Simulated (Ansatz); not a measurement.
# B, a known structure type with other elements, at an estimated volume

```
CELL_PARAMETERS angstrom
1.61802 2.74058 0.00000
1.61802 -2.74058 0.00000
0.00000 0.00000 -3.23675
ATOMIC_POSITIONS crystal
B 0.15490 0.84510 0.91900
B 0.34510 0.65490 0.41900
B 0.84510 0.15490 0.08100
B 0.65490 0.34510 0.58100
```

Single point in Ansatz 0.2.0 with PBE, no spin polarisation. Cutoff 420 eV, PAW datasets, 9×9×8 Γ-centred k mesh, gaussian filling (width 0.135 eV).

Question: Where is the largest force?

Answer: The largest is on B1 (and as large on other atoms): 0.47 eV/Å, components (0.00, 0.25, 0.40). It makes 140° with the line to a nearest neighbour, B3 at 1.78 Å, pointing away from it.

Question: What does the stress say?

Answer: The pressure is -23.0 GPa (compression positive), so with the atoms held at these fractions the cell would first shrink. The principal stresses -39.7, -24.3, -5.1 GPa differ, so its shape would change too.

Question: Is there a gap?

Answer: It is a metal, with about 0.21 states/eV a cell as the mean within 0.25 eV of the Fermi level, mostly B p (73 %) and B s (25 %).

Origin: a known structure type with other elements, at an estimated volume, so it need not be a known compound. Caveats: atoms or cell far from equilibrium.
